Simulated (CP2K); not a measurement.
Runs of CP2K 2026.2 on Ba. All rows change the cell; the cell of one of them follows. Symmetry: Im-3m, No. 229, cubic system. The conventional cell has a = 5.013 Å, b = 5.013 Å, c = 5.013 Å, α = 90.00°, β = 90.00°, γ = 90.00°. Ba (site symmetry m-3m) is surrounded by 8 Ba at 4.34 Å. 

```csv
cell,gap on the mesh (eV),pressure (GPa)
strain_c = 0,none,0.1
strain_c = 0.02,none,-0.1
strain_c = -0.04,none,(a)
strain_c = 0.04,none,-0.3
strain_c = -0.02,none,(b)
strain_c = 0.06,none,-0.4
```

Alike in all rows: task band structure; level PBE; potentials or basis POTENTIAL_UZH Ba GTH-PBE-q10; TZVP-MOLOPT-PBE-GTH basis; no spin polarisation; k mesh 8 × 8 × 8; smearing fermi-dirac 0.05 eV.

**Question.** Fill in the values left out.

**Answer.** (a) 0.5; (b) 0.2.

Caveats: spin-orbit coupling is left out, which moves the levels of the heavy elements; the basis of atomic orbitals isn't converged, which shifts pressures, moduli and gaps.

A k mesh can miss the band edges, and the runs leave out spin-orbit coupling on Ba.

A gap of «none» marks a metal or a gap under the smearing width.
